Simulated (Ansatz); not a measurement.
# NiSi and the effect of the Hubbard U on Ni d

The structure is orthorhombic, space group Pmmn (No. 59). The conventional cell has a = 2.943 Å, b = 3.280 Å, c = 4.677 Å, α = 90.00°, β = 90.00°, γ = 90.00°. Around Ni (site symmetry mm2) lie 6 Si at 2.34 to 2.37 Å and 4 Ni at 2.65 Å. Si (site symmetry mm2) has 6 Ni at 2.34 to 2.37 Å and 4 Si at 2.65 Å as nearest neighbours.

The cell is a database's computed one, not the measured one.

Kept alike: task band structure; functional r2SCAN; k mesh 9 × 8 × 6; occupations fermi-dirac, width 0.05 eV; collinear spin, ferromagnetic start. Program: Ansatz, Ansatz PAW, cutoff 500 eV. The mesh is that of the run's cell of 4 atoms. No spin-orbit coupling.

| Hubbard U on Ni d, U (eV) | pressure (GPa) |
| --- | --- |
| 0 | 0.43 |
| 1 | 0.16 |
| 2 | -0.07 |
| 3 | -0.26 |
| 4 | -0.40 |
| 5 | -0.50 |
| 6 | -0.55 |
| 8 | -0.53 |

Pressure is positive in compression, with a Pulay correction for the finite cutoff. For a metal such a mesh leaves the last digits unconverged. How U acts hangs on the program's projectors. The moments vanished: the runs ended non-magnetic. All rows use potentials made for PBE. U is the effective U - J on orthogonalised atomic projectors. Double counting: fully localised limit (the default).

Problem. What does the Hubbard U on Ni d change here?

Solution. The pressure runs from -0.55 (6) to 0.43 GPa (0).
